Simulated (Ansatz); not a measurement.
Here is the system:

Relaxed CsPbI3 (cubic perovskite):

```
CsPbI3
1.0
    6.33267     0.00000     0.00000
    0.00000     6.33267     0.00000
    0.00000     0.00000     6.33267
Cs Pb I
1 1 3
Direct
  0.00000   0.00000   0.00000
  0.50000   0.50000   0.50000
  0.00000   0.50000   0.50000
  0.50000   0.50000   0.00000
  0.50000   0.00000   0.50000
```

Scan: atom 1 (Cs, nearest neighbour I at 4.478 Å; its periodic images, 6.3 Å or more away, move with it) is displaced towards the nearest neighbour, direction (-0.707, -0.707, 0.000) in Cartesian axes, by s. The other atoms stay.

These are r2SCAN (plane waves to 500 eV, PAW, scalar-relativistic; Ansatz, a first-principles code) values and carry that method's errors. k mesh 4×4×4 (Γ-centred), Fermi-Dirac smearing 0.05 eV. The energy includes the smearing's −TS. On this mesh the relaxed cell isn't quite at rest: it carries a pressure of 0.1 GPa (compression positive) at the zero of the scan. CsPbI3 was relaxed with its symmetry unable to fall. Spin-orbit coupling is left out, though I and Pb are heavy. This is a high-temperature form of CsPbI3. ΔE is measured from the undisplaced structure.

The scan covers s from -0.900 to 0.900 Å in 11 points.

Question: Is the energy the same for equal positive and negative displacements?

Answer: Even: the same for both signs. With its periodic images moving along, the atom's site symmetry in this cell is m-3m.

Question: What force acts on the atom along the line at s = -0.900 Å?

Answer: 0.458 eV/Å.

Question: What is the energy change at s = 0.900 Å?

Answer: 100.5 meV/cell.

Question: What is the force constant k = d²E/ds² of this move at s = 0?

Answer: 0.03 eV/Å².

(For displaced atoms, the force is minus the slope of the energy, and its curvature is a force constant, which sets phonon frequencies.)
